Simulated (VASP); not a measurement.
# Al (Fm-3m) in VASP: notebook

Runs on Al. Level: LDA. Tasks: single point.

Everything below comes from runs of VASP 6.6.1. Logs are shortened: lines on timing, memory, paths and dates and some standing lists are left out, and cuts for length are marked.

### 1 The undisturbed crystal

It takes space group Fm-3m (No. 225, cubic). The conventional cell has a = 4.050 Å, b = 4.050 Å, c = 4.050 Å, α = 90.00°, β = 90.00°, γ = 90.00°. Al (site symmetry m-3m) has 12 Al at 2.86 Å as nearest neighbours.

### 2 Single point, LDA (a relaxed cell with its volume scaled by 1.06)

File INCAR:

```
SYSTEM = Al
PREC = Accurate
ENCUT = 350
EDIFF = 1E-7
ISMEAR = 0
SIGMA = 0.1
LREAL = .False.
LASPH = .True.
NELM = 80
ALGO = Normal
ISIF = 2
LWAVE = .False.
LCHARG = .False.
```

File KPOINTS:

```
regular mesh
0
Gamma
  10 10 10
  0 0 0
```

File POSCAR:

```
Al                                      
1.0
    0.0000000000      2.0286698602      2.0286698602
    2.0286698602      0.0000000000      2.0286698602
    2.0286698602      2.0286698602      0.0000000000
  Al            
     1
Direct
     0.0000000000000000    0.0000000000000000    0.0000000000000000
```

Potentials or basis: VASP PAW LDA potentials, release 64 (Al).

Launch:

```sh
> cat potpaw_LDA.64/Al/POTCAR > POTCAR
> mpirun -np 1 vasp_std > vasp.out
```

OUTCAR:

```text
SYSTEM = Al
   PREC = Accurate
   ENCUT = 350
   EDIFF = 1E-7
   ISMEAR = 0
   LREAL = .False.
   LASPH = .True.
   NELM = 80
   ISIF = 2

 ion  position               nearest neighbor table
   1  0.000  0.000  0.000-

  LATTYP: Found a face centered cubic cell.
 ALAT       =     4.0573397204

  Lattice vectors:

 A1 = (   0.0000000000,   2.0286698602,   2.0286698602)
 A2 = (   2.0286698602,   0.0000000000,   2.0286698602)
 A3 = (   2.0286698602,   2.0286698602,   0.0000000000)

Analysis of symmetry for initial positions (statically):
=====================================================================
 Subroutine PRICEL returns:
 Original cell was already a primitive cell.

 Routine SETGRP: Setting up the symmetry group for a
 face centered cubic supercell.

 Subroutine GETGRP returns: Found 48 space group operations
 (whereof 48 operations were pure point group operations)
 out of a pool of 48 trial point group operations.

The static configuration has the point symmetry O_h .

Analysis of symmetry for dynamics (positions and initial velocities):
=====================================================================
 Subroutine PRICEL returns:
 Original cell was already a primitive cell.

 Routine SETGRP: Setting up the symmetry group for a
 face centered cubic supercell.

 Subroutine GETGRP returns: Found 48 space group operations
 (whereof 48 operations were pure point group operations)
 out of a pool of 48 trial point group operations.

The dynamic configuration has the point symmetry O_h .

 Subroutine INISYM returns: Found 48 space group operations
 (whereof 48 operations are pure point group operations),
 and found     1 'primitive' translations

----------------------------------------------------------------------------------------

                                     Primitive cell

  volume of cell :      16.6980

  direct lattice vectors                    reciprocal lattice vectors
     0.000000000  2.028669860  2.028669860    -0.246466914  0.246466914  0.246466914
     2.028669860  0.000000000  2.028669860     0.246466914 -0.246466914  0.246466914
     2.028669860  2.028669860  0.000000000     0.246466914  0.246466914 -0.246466914

  length of vectors
     2.868972430  2.868972430  2.868972430     0.426893217  0.426893217  0.426893217

  position of ions in fractional coordinates (direct lattice)
     0.000000000  0.000000000  0.000000000

  ion indices of the primitive-cell ions
   primitive index   ion index
                 1           1

----------------------------------------------------------------------------------------

 KPOINTS: regular mesh

Automatic generation of k-mesh.
 Grid dimensions read from file:
 generate k-points for:   10   10   10

 Generating k-lattice:

  Cartesian coordinates                     Fractional coordinates (reciprocal lattice)
    -0.024646691  0.024646691  0.024646691     0.100000000  0.000000000  0.000000000
     0.024646691 -0.024646691  0.024646691     0.000000000  0.100000000  0.000000000
     0.024646691  0.024646691 -0.024646691     0.000000000  0.000000000  0.100000000

  Length of vectors
     0.042689322  0.042689322  0.042689322

  Shift w.r.t. Gamma in fractional coordinates (k-lattice)
     0.000000000  0.000000000  0.000000000

 Subroutine IBZKPT returns following result:
 ===========================================

 Found     47 irreducible k-points:

 Following reciprocal coordinates:
            Coordinates               Weight
  0.000000  0.000000  0.000000      1.000000
  0.100000  0.000000  0.000000      8.000000
  0.200000  0.000000  0.000000      8.000000
  0.300000  0.000000  0.000000      8.000000
  0.400000  0.000000  0.000000      8.000000
  0.500000  0.000000  0.000000      4.000000
[... 16 lines left out ...]
  0.300000  0.300000  0.000000      6.000000
  0.400000  0.300000  0.000000     24.000000
 [... further k-points ...]
   k-points           NKPTS =     47   k-points in BZ     NKDIM =     47   number of bands    NBANDS=      5
   number of dos      NEDOS =    301   number of ions     NIONS =      1
   total plane-waves  NPLWV =   5832
   dimension x,y,z NGX =    18 NGY =   18 NGZ =   18
   dimension x,y,z NGXF=    36 NGYF=   36 NGZF=   36
   ions per type =               1
   NGX,Y,Z   is equivalent  to a cutoff of  10.43, 10.43, 10.43 a.u.
   NGXF,Y,Z  is equivalent  to a cutoff of  20.86, 20.86, 20.86 a.u.
 SYSTEM =  Al
   PREC   = accura    normal or accurate (medium, high low for compatibility)
   ISTART =      0    job   : 0-new  1-cont  2-samecut
   ICHARG =      2    charge: 1-file 2-atom 10-const
   ISPIN  =      1    spin polarized calculation?
   LNONCOLLINEAR =      F non collinear calculations
   LSORBIT =      F    spin-orbit coupling
   LASPH  =      T    aspherical Exc in radial PAW
   ENCUT  =  350.0 eV  25.72 Ry    5.07 a.u.   4.38  4.38  4.38*2*pi/ulx,y,z
   NELM   =     80;   NELMIN=  2; NELMDL= -5     # of ELM steps
   EDIFF  = 0.1E-06   stopping-criterion for ELM
   LREAL  =      F    real-space projection
   EDIFFG = 0.1E-05   stopping-criterion for IOM
   NSW    =      0    number of steps for IOM
   IBRION =     -1    ionic relax: 0-MD 1-quasi-New 2-CG
   NFREE  =      0    steps in history (QN), initial steepest desc. (CG)
   ISIF   =      2    stress and relaxation
   ISYM   =      2    0-nonsym 1-usesym 2-fastsym
   POTIM  = 0.5000    time-step for ionic-motion
   TEBEG  =    0.0;   TEEND  =   0.0 temperature during run
   PSTRESS=    0.0 pullay stress
   NELECT =       3.0000    total number of electrons
   NUPDOWN=      -1.0000    fix difference up-down
   EMIN   =  10.00;   EMAX   =-10.00  energy-range for DOS
   EFERMI =   0.00;   METHOD = LEGACY
   ISMEAR =     0;   SIGMA  =   0.10  broadening in eV -4-tet -1-fermi 0-gaus
   EFERMI_NEDOS =   21; number of points for ismear=-14 and -15
   IALGO  =     38    algorithm
   IMIX   =      4    mixing-type and parameters
     AMIX     =   0.40;   BMIX     =  1.00
     AMIX_MAG =   1.60;   BMIX_MAG =  1.00
  volume/ion in A,a.u.               =      16.70       112.68
  Fermi-wavevector in a.u.,A,eV,Ry     =   0.923763  1.745659 11.610368  0.853338
  Thomas-Fermi vector in A             =   2.049435
   LORBIT       =      0    0 simple, 1 ext, 2 COOP (PROOUT), +10 PAW based schemes
   GGA     = CA    functional components
   LHFCALC =     F    Hartree Fock is set to
   AEXX    =    0.0000 exact exchange contribution
   IVDW    =     0    specifies the selected vdW correction
   LEPSILON=     F    determine dielectric tensor
   LRPA    =     F    only Hartree local field effects (RPA)
 non-spin polarized calculation
 Gauss-broadening in eV      SIGMA  =   0.10
  energy-cutoff  :      350.00
  volume of cell :       16.70
 maximum number of plane-waves:       262
 NGX is ok and might be reduce to    18
   NGX =  9   NGY =  9   NGZ =  9

 number of electron       3.0000000 magnetization

 Free energy of the ion-electron system (eV)
  ---------------------------------------------------
  ext. energy  EPLUGINS =         0.00000000
  ---------------------------------------------------
  free energy    TOTEN  =        -4.16127642 eV

  energy without entropy =       -4.15572316  energy(sigma->0) =       -4.15849979

 E-fermi :   7.8085     XC(G=0): -10.3003

 val. band max:        7.7621458491   @ k =  -0.3000   0.5000   0.2000
 cond. band min:       7.8179742104   @ k =  -0.3000   0.4000   0.1000
 fundamental gap:      0.0558283613
 Fermi energy:         7.8085298075

 k-point     1 :       0.0000    0.0000    0.0000
  band No.  band energies     occupation
      1      -3.3507      2.00000
      2      20.1787      0.00000
      3      20.1787      0.00000
      4      20.1787      0.00000
      5      21.4032      0.00000

 k-point     2 :       0.1000    0.0000    0.0000
  band No.  band energies     occupation
      1      -3.0818      2.00000
      2      16.8857      0.00000
      3      19.3955      0.00000
      4      19.3955      0.00000
      5      22.2114      0.00000

 k-point     3 :       0.2000    0.0000    0.0000
  band No.  band energies     occupation
      1      -2.2782      2.00000
      2      12.9397      0.00000
      3      18.6265      0.00000
      4      18.6265      0.00000
      5      21.9861      0.00000

 k-point     4 :       0.3000    0.0000    0.0000
  band No.  band energies     occupation
      1      -0.9488      2.00000
      2       9.2859      0.00000
      3      18.2719      0.00000
      4      18.2719      0.00000
      5      21.3405      0.00000

 k-point     5 :       0.4000    0.0000    0.0000
  band No.  band energies     occupation
      1       0.8920      2.00000
      2       6.0350      2.00000
      3      18.3588      0.00000
      4      18.3588      0.00000
      5      19.9233      0.00000

 k-point     6 :       0.5000    0.0000    0.0000
  band No.  band energies     occupation
      1       3.1672      2.00000
      2       3.2877      2.00000
      3      18.7763      0.00000
      4      18.7763      0.00000
      5      19.0579      0.00000
[... 113 lines left out ...]
 k-point    21 :      -0.3000    0.2000    0.0000
  band No.  band energies     occupation
      1       1.1525      2.00000
      2       7.8916      0.23985
      3      11.5153      0.00000
      4      17.0548      0.00000
      5      19.0373      0.00000

 k-point    22 :      -0.2000    0.2000    0.0000
  band No.  band energies     occupation
      1      -0.5084      2.00000
      2      10.7325      0.00000
      3      12.1270      0.00000
      4      18.6451      0.00000
      5      20.7058      0.00000

 k-point    23 :       0.3000    0.3000    0.0000
  band No.  band energies     occupation
      1      -0.1578      2.00000
      2      13.4838      0.00000
      3      14.3641      0.00000
      4      14.3641      0.00000
      5      14.3762      0.00000

 k-point    24 :       0.4000    0.3000    0.0000
  band No.  band energies     occupation
      1       1.1495      2.00000
      2      11.1022      0.00000
      3      11.4799      0.00000
      4      13.9847      0.00000
      5      15.3400      0.00000

 [... further k-points ...]
[... 5 lines left out ...]
  --------------------------------------------------------------------------------------
  -------------------------------------------------------------------------------------
  Total       -0.4037528     -0.4037528     -0.4037528     -0.0000000     -0.0000000      0.0000000
  in kB      -38.7402146    -38.7402146    -38.7402146     -0.0000000     -0.0000000      0.0000000
  external PRESSURE =     -38.7402146 kB  Pullay stress =       0.0000000 kB

 VOLUME and BASIS-vectors are now :
 -----------------------------------------------------------------------------
  energy-cutoff  :      350.00
  volume of cell :       16.70
      direct lattice vectors                 reciprocal lattice vectors
     0.000000000  2.028669860  2.028669860    -0.246466914  0.246466914  0.246466914
     2.028669860  0.000000000  2.028669860     0.246466914 -0.246466914  0.246466914
     2.028669860  2.028669860  0.000000000     0.246466914  0.246466914 -0.246466914

 POSITION                                       TOTAL-FORCE (eV/Angst)
 -----------------------------------------------------------------------------------
      0.00000      0.00000      0.00000         0.000000      0.000000      0.000000
 -----------------------------------------------------------------------------------
    total drift:                                0.000000     -0.000000     -0.000000

  FREE ENERGIE OF THE ION-ELECTRON SYSTEM (eV)
  ---------------------------------------------------
  free  energy   TOTEN  =        -4.1612764208 eV

  energy  without entropy=       -4.1557231571  energy(sigma->0) =       -4.15849979
```

It took 1.9 s on 1 thread of Intel Xeon Platinum 8259CL at 2.50GHz (Skylake/Cascade Lake), shared host; peak memory 0.1 GiB.

What came out:

```yaml
Free_energy: -4.1613 eV
Pressure: -3.9 GPa
Band_gap_on_the_k_mesh: none (metal or under the smearing width)
```

### 3 Single point, LDA (a relaxed cell with its volume scaled by 0.91)

INCAR is that of step 2.

KPOINTS is that of step 2.

File POSCAR:

```
Al                                      
1.0
    0.0000000000      1.9280718739      1.9280718739
    1.9280718739      0.0000000000      1.9280718739
    1.9280718739      1.9280718739      0.0000000000
  Al            
     1
Direct
     0.0000000000000000    0.0000000000000000    0.0000000000000000
```

Potentials or basis: VASP PAW LDA potentials, release 64 (Al).

Launch:

```sh
> cat potpaw_LDA.64/Al/POTCAR > POTCAR
> mpirun -np 1 vasp_std > vasp.out
```

It took 1.8 s on 1 thread of Intel Xeon Platinum 8259CL at 2.50GHz (Skylake/Cascade Lake), shared host; peak memory 0.11 GiB.

It converged, with:

```
Free energy            : -4.1335 eV
Pressure               : 9.7 GPa
Band gap on the k mesh : none (metal or under the smearing width)
```

Levels at points of the mesh, in eV from the Fermi level:
```
           k point  band 1  band 2  band 3  band 4  band 5
(0.00, 0.00, 0.00)  -12.17   13.32   13.32   13.32   15.76
(0.50, 0.00, 0.00)   -5.19   -4.66   12.04   12.04   12.75
(0.50, 0.50, 0.00)   -3.30   -1.73    5.25    6.17    6.17
```

### 4 Single point, LDA (a relaxed cell with its volume scaled by 1.09)

INCAR is that of step 3.

KPOINTS is that of step 3.

File POSCAR:

```
Al                                      
1.0
    0.0000000000      2.0476304906      2.0476304906
    2.0476304906      0.0000000000      2.0476304906
    2.0476304906      2.0476304906      0.0000000000
  Al            
     1
Direct
     0.0000000000000000    0.0000000000000000    0.0000000000000000
```

Launch:

```sh
> cat potpaw_LDA.64/Al/POTCAR > POTCAR
> mpirun -np 1 vasp_std > vasp.out
```

Run time: 1.9 s. Hardware: 1 thread of Intel Xeon Platinum 8259CL at 2.50GHz (Skylake/Cascade Lake), shared host; peak memory 0.1 GiB.

Results (log left out):

- Free energy: -4.1478 eV
- Pressure: -5.3 GPa
- Band gap on the k mesh: none (metal or under the smearing width)

Levels at points of the mesh, in eV from the Fermi level:
| k point | band 1 | band 2 | band 3 | band 4 | band 5 |
| --- | --- | --- | --- | --- | --- |
| (0.00, 0.00, 0.00) | -10.97 | 12.22 | 12.22 | 12.22 | 13.24 |
| (0.50, 0.00, 0.00) | -4.53 | -4.49 | 10.68 | 10.68 | 11.12 |
| (0.50, 0.50, 0.00) | -2.94 | -1.76 | 5.15 | 5.21 | 5.21 |

### 5 Summary

| cell | gap on the mesh (eV) | pressure (GPa) |
| --- | --- | --- |
| a relaxed cell with its volume scaled by 1.06 | none | -3.9 |
| a relaxed cell with its volume scaled by 0.91 | none | 9.7 |
| a relaxed cell with its volume scaled by 1.09 | none | -5.3 |

Alike in all rows: task single point; level LDA; potentials or basis VASP PAW LDA potentials, release 64 (Al); no spin polarisation; k mesh 10 × 10 × 10; cutoff (eV) 350; smearing gaussian 0.1 eV.

Absolute energies hang on the potentials; compare differences alone.
